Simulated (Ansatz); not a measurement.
# Nb (P-1) in Ansatz: convergence with wavefunction cutoff

Aim: find how far wavefunction cutoff must go before the results for Nb settle, at PBE. This setting moves, with any that are tied to it; all else stays.

Everything below comes from runs of Ansatz 0.2.0. Logs are shortened: lines on timing, memory, paths and dates and some standing lists are left out, and cuts for length are marked.

**1. The crystal as given**

The typed cell holds 1 atom: a = 2.707 Å, b = 3.357 Å, c = 2.926 Å, α = 126.55°, β = 106.47°, γ = 102.66°.

This isn't the form of Nb at room conditions, which is bcc.

**2. With wavefunction cutoff 200 eV**

input.yaml reads:

```yaml
crystal:
  lattice:
    - [-1.45458837, 1.60092034, 1.62730152]
    - [1.61901073, -1.98182682, 2.17263036]
    - [1.2182993, 1.74553775, -2.008208]
  atoms:
    - { symbol: Nb, position: [0.0, 0.0, 0.0] }
hamiltonian:
  xc: pbe
  pseudopotentials: { kind: paw }
kpoints:
  mp_grid: { grid: [9, 8, 9] }
scf:
  occupations: { method: gaussian, width: 0.1 }
output:
  forces: true
  stress: true
  eigenvalues: true
basis:
  ecutwfc: "200 eV"
```

Potentials or basis: Ansatz PAW.

Started as:

```bash
$ ansatz run input.yaml --threads 2 --pin off --max-ram 5632MiB --backend cpu --events-out ev --progress --plain --runs-dir out
```

Wall time 1.9 s (2 threads of Arm Neoverse V1, shared host); peak memory 0.27 GiB.

Results:

- Free energy: -4549.4950 eV
- Pressure: 14.6 GPa
- Band gap on the k mesh: none (metal or under the smearing width)

**3. With wavefunction cutoff 250 eV**

input.yaml: that of step 2 with these lines changed.

```diff
@@ -19,2 +19,2 @@
 basis:
-  ecutwfc: "200 eV"
+  ecutwfc: "250 eV"
```

Potentials or basis: Ansatz PAW.

Started as:

```bash
$ ansatz run input.yaml --threads 2 --pin off --max-ram 5632MiB --backend cpu --events-out ev --progress --plain --runs-dir out
```

It took 1.4 s on 2 threads of Arm Neoverse V1, shared host; peak memory 0.28 GiB.

Results:

- Free energy: -4551.5921 eV
- Pressure: 12.6 GPa
- Band gap on the k mesh: none (metal or under the smearing width)

**4. With wavefunction cutoff 300 eV**

input.yaml: that of step 3 with these lines changed.

```diff
@@ -19,2 +19,2 @@
 basis:
-  ecutwfc: "250 eV"
+  ecutwfc: "300 eV"
```

Started as:

```bash
$ ansatz run input.yaml --threads 2 --pin off --max-ram 5632MiB --backend cpu --events-out ev --progress --plain --runs-dir out
```

Wall time 1.7 s (2 threads of Arm Neoverse V1, shared host); peak memory 0.3 GiB.

Results:

```yaml
Free_energy: -4551.8871 eV
Pressure: 11.5 GPa
Band_gap_on_the_k_mesh: none (metal or under the smearing width)
```

**5. With wavefunction cutoff 350 eV**

input.yaml: that of step 4 with these lines changed.

```diff
@@ -19,2 +19,2 @@
 basis:
-  ecutwfc: "300 eV"
+  ecutwfc: "350 eV"
```

Started as:

```bash
$ ansatz run input.yaml --threads 2 --pin off --max-ram 5632MiB --backend cpu --events-out ev --progress --plain --runs-dir out
```

It took 2.1 s on 2 threads of Arm Neoverse V1, shared host; peak memory 0.31 GiB.

Results:

```
Free energy            : -4551.9155 eV
Pressure               : 11.5 GPa
Band gap on the k mesh : none (metal or under the smearing width)
```

**6. With wavefunction cutoff 400 eV**

input.yaml: that of step 5 with these lines changed.

```diff
@@ -19,2 +19,2 @@
 basis:
-  ecutwfc: "350 eV"
+  ecutwfc: "400 eV"
```

Potentials or basis: Ansatz PAW.

Started as:

```bash
$ ansatz run input.yaml --threads 2 --pin off --max-ram 5632MiB --backend cpu --events-out ev --progress --plain --runs-dir out
```

Wall time 2.2 s (2 threads of Arm Neoverse V1, shared host); peak memory 0.33 GiB.

It converged, with:

```
Free energy            : -4551.9174 eV
Pressure               : 11.5 GPa
Band gap on the k mesh : none (metal or under the smearing width)
```

**7. With wavefunction cutoff 450 eV**

input.yaml: that of step 6 with these lines changed.

```diff
@@ -19,2 +19,2 @@
 basis:
-  ecutwfc: "400 eV"
+  ecutwfc: "450 eV"
```

Started as:

```bash
$ ansatz run input.yaml --threads 2 --pin off --max-ram 5632MiB --backend cpu --events-out ev --progress --plain --runs-dir out
```

It took 2.5 s on 2 threads of Arm Neoverse V1, shared host; peak memory 0.33 GiB.

It converged, with:

```
Free energy            : -4551.9180 eV
Pressure               : 11.5 GPa
Band gap on the k mesh : none (metal or under the smearing width)
```

**8. With wavefunction cutoff 500 eV**

input.yaml: that of step 7 with these lines changed.

```diff
@@ -19,2 +19,2 @@
 basis:
-  ecutwfc: "450 eV"
+  ecutwfc: "500 eV"
```

Started as:

```bash
$ ansatz run input.yaml --threads 2 --pin off --max-ram 5632MiB --backend cpu --events-out ev --progress --plain --runs-dir out
```

It took 3.3 s on 2 threads of Arm Neoverse V1, shared host; peak memory 0.3 GiB.

Results (log left out):

```yaml
Free_energy: -4551.9183 eV
Pressure: 11.5 GPa
Band_gap_on_the_k_mesh: none (metal or under the smearing width)
```

**9. With wavefunction cutoff 600 eV**

input.yaml: that of step 8 with these lines changed.

```diff
@@ -19,2 +19,2 @@
 basis:
-  ecutwfc: "500 eV"
+  ecutwfc: "600 eV"
```

Potentials or basis: Ansatz PAW.

Started as:

```bash
$ ansatz run input.yaml --threads 2 --pin off --max-ram 5632MiB --backend cpu --events-out ev --progress --plain --runs-dir out
```

Run time: 3.4 s. Hardware: 2 threads of Arm Neoverse V1, shared host; peak memory 0.37 GiB.

The run converged. Its results:

```
Free energy            : -4551.9183 eV
Pressure               : 11.5 GPa
Band gap on the k mesh : none (metal or under the smearing width)
```

**10. With wavefunction cutoff 800 eV**

input.yaml: that of step 9 with these lines changed.

```diff
@@ -19,2 +19,2 @@
 basis:
-  ecutwfc: "600 eV"
+  ecutwfc: "800 eV"
```

Potentials or basis: Ansatz PAW.

Started as:

```bash
$ ansatz run input.yaml --threads 2 --pin off --max-ram 5632MiB --backend cpu --events-out ev --progress --plain --runs-dir out
```

Output:

```text
Warning: RAYON_NUM_THREADS=2 ignored (pool sized by the plan → 2); use --threads N
Engine: ansatz 0.2.0, aarch64-unknown-linux-gnu
Pseudopotentials: kind: paw
Pseudopotential: Nb, paw, valence charge 13, recommended cutoff 420 eV (normal), Nb.paw.azcp
Functional definition: PBE
  parameter kappa = 0.804
  parameter beta = 0.06672455060314922
  exchange = pbe_x(kappa = kappa, mu = beta*pi^2/3)
  correlation = pbe_c(beta = beta)
Crystal: 1 atoms, lattice volume = 17.698 Å³
Basis set: ecut = 800 eV, 907 PW (Γ), exchange–correlation on 50×64×54 points (8 copies of the dense FFT grid, shifted against one another)
Bands: 11, of which v1, the nominal top of the filled ones, is band 7 counted from 1 (6 counted from 0)
Symmetry: 2 space group operations
Space group: P-1 (ITA 2), of the structure as read, at distance tolerance 2.6e-5 Å
k-points: 325 of 648
Non-local potential: Nb, projectors of the file, l = 0: 3, l = 1: 2, l = 2: 2, l = 3: 1
PAW form: soft (Blöchl's): semilocal exchange-correlation on the pseudo side does not see the compensation charge
PAW one-centre angular grid: Nb, 590 points (default); XC on 64 Gauss nodes
Initial density: superposition of atomic densities (neutral atoms: chi_scale 0, normalization atom), corrected by the library's trained network
Initial wavefunctions: pseudopotential atomic-orbital guess
Functional: x = pbe(κ = 0.804, μ = 0.2195149727645171), c = pbe(β = 0.06672455060314922)
SCF iter   1: F=—  HF=-4551.920172 eV  |F-HF|=—  |Δ(HF+E_count)|=         —  Δρ=5.74e-3  dr2=4.99e-3  ethr=1.77e-3  ⟨swp⟩=5.0  Hψ=21898  notcnv=0
preconditioner: auto → none  [metal: Δε(μ)=0.017 eV  Ē_g=7.707 eV  σ=0.100 eV  W_gap=0.10  n_scr=2 (ndim 8)  ℏωp=19.7 eV  f_vac=0.000  D(μ)=1.00/eV (n_scr^D=12)  sad-step TF]
SCF iter   2: F=—  HF=-4551.918928 eV  |F-HF|=—  |Δ(HF+E_count)|=   1.24e-3  Δρ=3.14e-3  dr2=1.69e-3  ethr=3.84e-5  ⟨swp⟩=1.3  Hψ=6412  notcnv=0
SCF iter   3: F=—  HF=-4551.918350 eV  |F-HF|=—  |Δ(HF+E_count)|=   5.78e-4  Δρ=3.71e-4  dr2=1.64e-5  ethr=1.30e-5  ⟨swp⟩=2.8  Hψ=5317  notcnv=0
SCF iter   4: F=—  HF=-4551.918345 eV  |F-HF|=—  |Δ(HF+E_count)|=   4.57e-6  Δρ=1.08e-4  dr2=2.06e-6  ethr=1.26e-7  ⟨swp⟩=2.0  Hψ=5582  notcnv=0
iter 5 did not close the SCF: its close was put off for the readings that it lacked (scf_convergence_deferred on its scf_iter line)
SCF iter   5: F=-4551.918344 eV  HF=-4551.918344 eV  |F-HF|=4.78e-8  |Δ(HF+E_count)|=   7.08e-7  Δρ=2.58e-5  dr2=8.75e-8  ethr=1.58e-8  ⟨swp⟩=2.8  Hψ=5304  notcnv=0
SCF iter   6: F=-4551.918344 eV  HF=-4551.918344 eV  |F-HF|=6.38e-10  |Δ(HF+E_count)|=   1.91e-8  Δρ=4.16e-6  dr2=1.77e-9  ethr=6.73e-10  ⟨swp⟩=3.3  Hψ=13864  notcnv=0
SCF 1 converged in 6 iterations: F = -4551.918344 eV  dr2 = 1.77e-9
SCF converged after 6 iterations
Free energy (F): -4551.918344 eV
Harris-Foulkes:  -4551.918344 eV  (|F-HF|=6.38e-10)
Internal energy: -4551.913267 eV  (E = F + TS)
E sigma→0 (E₀):  -4551.915806 eV
Entropy (-TS):   -0.005077 eV (-5.077 meV/atom)
Fermi energy:    18.436283 eV
--- Per-component energies (eV) ---
  E_band       = -62.803423
  E_kinetic    = 397.744038
  E_local      = -708.432446  (includes V_loc(G=0)·N_el)
  E_nonlocal   = 120.918491
  E_hartree    = 224.668427
  E_xc         = -176.370904
  E_vxc        = -214.084806  (∫ρ·V_xc dr)
  E_paw        = -3073.851517  (= ΣΔE_a)
  E_vpaw       = -108.284618  (= ΣTr[D̂ρ^β])
  E_aug_tail   = 0.000001  (compensation charges beyond the density's cutoff)
  E_ewald      = -1336.589356
  E_smearing   = -0.005077  (= −TS)
  E_closure    = -0.000000  (closes the sum)
  Σ components = -4551.918344   (vs F -4551.918344, Δ=0.00e0)
--- Forces (eV/Å), atoms counted from 1 ---
  atom   1  Nb     0.00000000     0.00000000     0.00000000
  max |Σ_I F_I| component: 0.00e0 eV/Å
--- Stress (GPa, compression-positive) ---
       26.446835      -0.348722      -2.374286
       -0.348724       1.714124      13.009293
       -2.374283      13.009293       6.344707
  P = ⅓ Tr σ = 11.5019 GPa (115.019 kbar)
--- Band table (eV; the first three rows and the last of 325) ---
  k-point 0: bands = ["-36.2203", "-11.8383", "-11.2049", "-11.0239", "12.3136", "16.1807", "18.2098", "20.0887", "21.6697", "23.2757", "30.3404"]
  k-point 1: bands = ["-36.1686", "-11.8932", "-11.3982", "-11.1378", "12.9906", "16.6501", "18.1617", "20.1382", "21.0984", "22.4640", "31.5976"]
  k-point 2: bands = ["-36.0363", "-12.0674", "-11.9571", "-11.2742", "14.4724", "16.7567", "18.8709", "19.6394", "21.1161", "21.8642", "32.6110"]
  k-point 324: bands = ["-35.8694", "-12.7353", "-11.8087", "-11.7224", "16.1125", "16.9158", "17.4588", "19.7366", "20.9239", "25.4530", "32.5508"]
```

It took 4.8 s on 2 threads of Arm Neoverse V1, shared host; peak memory 0.42 GiB.

Results:

* Free energy: -4551.9183 eV
* Pressure: 11.5 GPa
* Band gap on the k mesh: none (metal or under the smearing width)

**11. The series at a glance**

| wavefunction cutoff | energy less the tightest run, at zero smearing (meV/atom) | pressure (GPa) | SCF cycles | CPU time (s) | peak memory (GiB) |
| --- | --- | --- | --- | --- | --- |
| 200 eV | 2423.17 | 14.61 | 6 | 3 | 0.27 |
| 250 eV | 326.17 | 12.63 | 6 | 2.7 | 0.28 |
| 300 eV | 31.26 | 11.51 | 6 | 3.2 | 0.3 |
| 350 eV | 2.82 | 11.51 | 6 | 3.9 | 0.31 |
| 400 eV | 0.94 | 11.51 | 6 | 4.3 | 0.33 |
| 450 eV | 0.33 | 11.51 | 6 | 4.7 | 0.33 |
| 500 eV | 0.09 | 11.50 | 6 | 5.8 | 0.3 |
| 600 eV | 0.03 | 11.50 | 6 | 6.5 | 0.37 |
| 800 eV | 0.00 | 11.50 | 6 | 9.3 | 0.42 |

Against the tightest run, the energy stays within 1 meV/atom from 400 eV on; the pressure stays within 0.1 GPa from 300 eV on. The tightest run that finished is the yardstick and may itself not be fully converged.
